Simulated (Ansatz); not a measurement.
Pd:

```
CELL_PARAMETERS angstrom
0.00000 1.94650 1.94650
1.94650 0.00000 1.94650
1.94650 1.94650 0.00000
ATOMIC_POSITIONS crystal
Pd 0.00000 0.00000 0.00000
```

```yaml
Program: Ansatz 0.2.0
Task: relaxation of cell and atoms
Functional: PBEsol
Potentials_or_basis: all-electron LAPW, scalar-relativistic
Basis_error_allowed: 0.001 eV/atom
k_mesh: 12 × 12 × 12
Occupations: fermi-dirac, width 0.05 eV
Spin: no spin polarisation
```

At the start: volume 14.75 Å³/atom.

How do energy, volume and symmetry change on relaxing?

Over 5 steps the energy falls by 2.1 meV/atom and the volume is 14.53 Å³/atom (-1.5 %); space group Fm-3m (No. 225, to 0.05 Å).

Step by step:
| step | energy change (eV) | largest force (eV/Å) | volume (Å³) |
| --- | --- | --- | --- |
| 1 | 0.0000 | 0.0000 | 14.75 |
| 2 | -0.0008 | 0.0000 | 14.36 |
| 3 | -0.0021 | 0.0000 | 14.54 |
| 4 | -0.0021 | 0.0000 | 14.53 |
| 5 | -0.0021 | 0.0000 | 14.53 |

Final structure:
```
CELL_PARAMETERS angstrom
0.00000 1.93677 1.93677
1.93677 0.00000 1.93677
1.93677 1.93677 0.00000
ATOMIC_POSITIONS crystal
Pd 0.00000 0.00000 0.00000
```
